InAs resists compression more and more as its bonds shorten. Going down the table the crystal is let out in equal steps of volume, and each step relieves less pressure than the one before. The energy fades much faster than the pressure, so a crystal that looks almost relaxed by its energy can still be under considerable stress. No row breaks this order.

Zinc-blende InAs at scaled volumes with fixed cell shape, computed with ABACUS 3.10.1 in plane-wave DFT (PBE, no spin polarisation) with PseudoDojo NC SR 0.4.1 PBE standard pseudopotentials. The wave cutoff is 1142.88 eV, the k mesh 8×8×8 and the Fermi-Dirac smearing width 0.05 eV. Energies are counted from the minimum of the fitted equation of state.

```tsv
volume (Å³/atom)	energy (meV/atom)	pressure (GPa)
25.84	95.56	9.170
26.39	67.15	7.400
26.94	44.52	5.800
27.49	27.10	4.350
28.04	14.39	3.050
28.59	5.92	1.890
29.14	1.24	0.840
```

The energy $E$ is counted from a fitted minimum, and the volume $V$ is that of one atom's share of the crystal. The pressure is the slope of the energy, $P=-dE/dV$: it tells how much energy the next small squeeze will cost. The bulk modulus, $B=-V\,dP/dV$, is the stiffness and tells how fast that price rises.

**The compressed end, from 25.84 to 26.39 Å³/atom.** The first step outward lowers the pressure by 1.77 GPa, the last step of the table by only 1.05 GPa. Expressed as a local bulk modulus, the crystal is about 53 % stiffer in the first step than in the last. Between the middles of these two steps the In–As bond differs in length by only 3.3 %. A small change in bond length thus makes a large change in stiffness.

The structure explains why the bonds must take the whole load. In zinc blende each atom sits at the centre of a regular tetrahedron of four neighbours, and a uniform squeeze keeps every angle as it is. The atoms have no way to turn or slide into spare room. Every reduction in volume has to shorten all the bonds by the same fraction.

What happens within a shortened bond is standard theory, which this run does not test term by term. Two contributions compete. The bonding attraction, from electrons shared between In and As and from the partial charge transfer between them, grows as the atoms approach. The repulsion grows faster: valence electrons confined to less space, and kept apart by the Pauli principle where orbitals of neighbouring atoms overlap, gain kinetic energy. Both slopes are expected to be large, so the pressure is a small remainder between them.

At the equilibrium volume the two slopes cancel and the pressure is zero. On compression the repulsive slope outruns the attractive one, and their difference is the pressure. Because its lead widens ever faster as the bonds shorten, the pressure itself climbs at a growing rate. The same reasoning lets a reader guess the shape of such a curve for another tetrahedral semiconductor: steeper on the compressed side than a simple spring would make it.

The trend can be measured against a spring of constant stiffness, meaning one whose pressure rises equally for each equal cut in volume (its $dP/dV$ is fixed, so its $B$ even falls a little on compression). Its energy is

$$E=\frac{B_0\,(V-V_0)^2}{2V_0},$$

where $V_0=29.62$ Å³/atom is the fitted equilibrium volume and $B_0=49.35$ GPa the fitted modulus there. For the row at 25.84 the compression is $29.62-25.84=3.78$ Å³/atom. The formula then gives $49.35\times3.78^2/(2\times29.62)=11.9$ GPa Å³, which converts to about 74 meV/atom.

The calculation gives 95.56 meV/atom for that row, so the spring accounts for 78 % of the energy. It accounts for only 69 % of the pressure. The pressure suffers more because it reflects the stiffening reached at the end of the squeeze, whereas the energy adds up the whole path, including its easy beginning. This row belonged to the fit that supplied $V_0$ and $B_0$, so the shortfall measures the departure from such a spring and does not test the fit. Part of the shortfall is geometry, because equal cuts in volume shorten the bonds by growing amounts; the rest is the steepening of the bond energy itself. The slope $dB/dP$ shows the shares: theory gives −1 for this spring and +1 for a bond that is harmonic in its length, while the fit gives 4.52. Geometry is thus expected to supply roughly a third of the shortfall and the bond the larger part.

The two most compressed rows carry a caution for anyone who thinks of a real press. InAs is known to leave zinc blende for a denser structure at very roughly 7 GPa, and the PBE pressures of both rows lie above that. Zinc blende is held in place by the calculation and need not be the stable form at those pressures. The volumes are another matter: PBE already puts 4.35 GPa on a cell of about the measured size, so a real crystal is expected to reach these two volumes at clearly lower pressure.

**The middle, around 27.49 Å³/atom.** This is the cell that was supplied to the calculation, and it is close to the measured size of the crystal. In PBE it is nevertheless under 4.35 GPa. The functional is known to bind such semiconductors too weakly, so its balance of attraction and repulsion lies at longer bonds. Thermal and zero-point motion, absent from this static lattice, would on balance enlarge the crystal a little further and cannot excuse the error.

The excess volume also affects the stiffness. Around the supplied cell the modulus is about 69 GPa, against 49 GPa at the fitted equilibrium. A PBE modulus therefore means little until one knows the volume at which it was taken. The measured modulus lies between these two values, so the softness for which the functional is known comes here with the longer bonds that it prefers. PBE is also known to shrink the small gap of InAs to about zero; the gap is not among these results, and the rows show no kink that would point to it.

**The relaxed end, from 28.59 to 29.14 Å³/atom.** Here the energy almost vanishes while the pressure does not. In the last row only 1.24 meV/atom remains to be released, yet the pressure is still 0.84 GPa, more than eight thousand atmospheres. Near a minimum the energy falls as the square of the remaining distance and the pressure only in proportion to it. Halving the distance therefore quarters the energy but merely halves the pressure.

Comparing the two ends of the table shows both effects at once. The first row is 7.9 times as far from the fitted minimum as the last. For a constant spring the pressure would be larger by that same factor, and the energy by its square, about 62. The calculated factors are 11 and 77, and the excess in each comes from the stiffening of the crystal on compression. For practical work the lesson is to judge whether a cell is relaxed by its pressure, since in every step of this table the energy shrinks by the larger fraction.

The table stops just short of equilibrium, so the zero of energy is an extrapolation and no calculated row sits on it. The distance is short: the remaining pressure is 0.8 of the last drop, and the fitted minimum lies 0.87 of a step further out. The second figure should be slightly the larger, because each drop is smaller than the one before. The energies and pressures also support each other, with slopes between neighbouring rows matching the mean pressures to about 0.01 GPa, as the output below shows.

The modulus at equilibrium is less secure than the volume. It describes how the curve bends at the minimum, but every row lies on the compressed side. A few volumes beyond 29.62 Å³/atom would pin it down from both sides.

Output of the analysis:

```
Steps from the row above to this row:
    row  middle volume A^3/atom  pressure drop GPa  pressure from energy slope GPa  mean printed pressure GPa  local bulk modulus GPa
  26.39                   26.12               1.77                           8.276                      8.285                   84.04
  26.94                   26.66                1.6                           6.592                        6.6                   77.57
  27.49                   27.21               1.45                           5.075                      5.075                   71.75
  28.04                   27.77                1.3                           3.702                        3.7                   65.63
  28.59                   28.31               1.16                           2.467                       2.47                   59.72
  29.14                   28.87               1.05                           1.363                      1.365                   55.11
Constant-stiffness spring:
    row  In-As bond A  spring energy meV/atom  spring pressure GPa
  25.84          2.56                   74.31                6.299
  26.39         2.578                   54.26                5.382
  26.94         2.596                   37.36                4.466
  27.49         2.614                    23.6                 3.55
  28.04         2.631                   12.99                2.633
  28.59         2.648                   5.522                1.717
  29.14         2.665                   1.201               0.8007
Largest gap between energy slope and mean pressure in GPa: 0.009029
Energy of first row over last row: 77.06
Pressure of first row over last row: 10.92
Distance from fitted minimum, first row over last row: 7.867
Spring energy as percent of computed energy, first row: 77.77
Spring energy as percent of computed energy, last row: 96.83
Spring pressure as percent of computed pressure, first row: 68.69
Rise of local modulus from last step to first step in percent: 52.51
Bond shortening between the middles of these steps in percent: 3.282
Modulus around the given cell in GPa: 68.73
Pressure left in last row as fraction of the last drop: 0.8
Distance from last row to fitted minimum in volume steps: 0.8737
In-As bond at the fitted minimum in A: 2.68
Cubic lattice constant at the fitted minimum in A: 6.188
```
